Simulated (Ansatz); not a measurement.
**CsH: from the listed structure to its properties**

The task here is to estimate one member of a computed series from the others.

Program: Ansatz 0.2.0. Level of theory: DFT LDA, scalar-relativistic, plane waves, PAW. These are calculated values, not measurements.

## The starting structure

The structure is cubic, space group Fm-3m (No. 225). The conventional cell has a = 6.376 Å, b = 6.376 Å, c = 6.376 Å, α = 90.00°, β = 90.00°, γ = 90.00°. Cs (site symmetry m-3m) has 6 H at 3.19 Å as nearest neighbours. H (site symmetry m-3m) is surrounded by 6 Cs at 3.19 Å.

As a file:

```cif
data_structure
_symmetry_space_group_name_H-M 'P 1'
_symmetry_Int_Tables_number 1
_cell_length_a 4.5085
_cell_length_b 4.5085
_cell_length_c 4.5085
_cell_angle_alpha 60.000
_cell_angle_beta 60.000
_cell_angle_gamma 60.000
_cell_volume 64.80
loop_
_atom_site_label
_atom_site_type_symbol
_atom_site_fract_x
_atom_site_fract_y
_atom_site_fract_z
_atom_site_occupancy
Cs1 Cs 0.00000 0.00000 0.00000 1
H1 H 0.50000 0.50000 0.50000 1
```

The structure comes from the Crystallography Open Database.

The first run:

(A quick probe on a coarse mesh, which set the mesh and smearing, is not shown.)

input.yaml reads:

```yaml
crystal:
  lattice:
    - [0.0, 3.188, 3.188]
    - [3.188, 0.0, 3.188]
    - [3.188, 3.188, 0.0]
  atoms:
    - { symbol: Cs, position: [0.0, 0.0, 0.0] }
    - { symbol: H, position: [0.5, 0.5, 0.5] }
basis:
  ecutwfc: 420
kpoints:
  mp_grid: { grid: [8, 8, 8] }
hamiltonian:
  xc: lda
scf:
  occupations: { method: gaussian, width: 0.02 }
output:
  forces: true
  stress: true
  eigenvalues: true
  write_density: true
  write_potential: true
  elf: true
  volumetric_format: npy
relax:
  adjacent_minimum: "off"
  f_tol: 0.005
  max_steps: 80
  cell: { stress_tol: 0.05 }
```

Run with:

```sh
$ ansatz run input.yaml --threads 1 --pin off --max-ram 2560MiB --backend cpu --events-out ev --progress --plain --runs-dir out
```

Steps of the session up to this table: Relaxing cell and atoms; Relaxation repeated from the new cell; Electronic structure at the relaxed geometry; Band edges anywhere in the zone; Eigenvalues a small step from each edge; The cell scaled to 0.97 of its volume; Volume × 1.03; Volume × 0.94; Volume × 1.06.

One table of the session follows, with a row left open; its other results are not shown here.

It belongs to the step «Equation of state». 

| volume (Å³/atom) | energy above the lowest point (meV/atom) | pressure (GPa) | gap on the mesh (eV) |
| --- | --- | --- | --- |
| 26.700 | 3.8 | 0.79 | 1.64 |
| 27.552 | ? | ? | ? |
| 28.404 | 0.0 | -0.03 | 1.75 |
| 29.256 | 1.1 | -0.36 | 1.81 |
| 30.108 | 3.8 | -0.65 | 1.85 |

Q: Estimate the row for volume (Å³/atom) = 27.552 from the others.

Worked estimate for «energy above the lowest point (meV/atom)». A straight line through the neighbours (26.700, 3.8) and (28.404, 0.0) gives 3.8 + (0.0 − 3.8) × (27.552 − 26.700) / (28.404 − 26.700) = 1.9; a parabola fitted to 3 rows on both sides gives 0.9.

**Answer.** energy above the lowest point (meV/atom): 0.8; pressure (GPa): 0.35; gap on the mesh (eV): 1.70. In «energy above the lowest point (meV/atom)» the line misses by +1.1 and the parabola by +0.1.
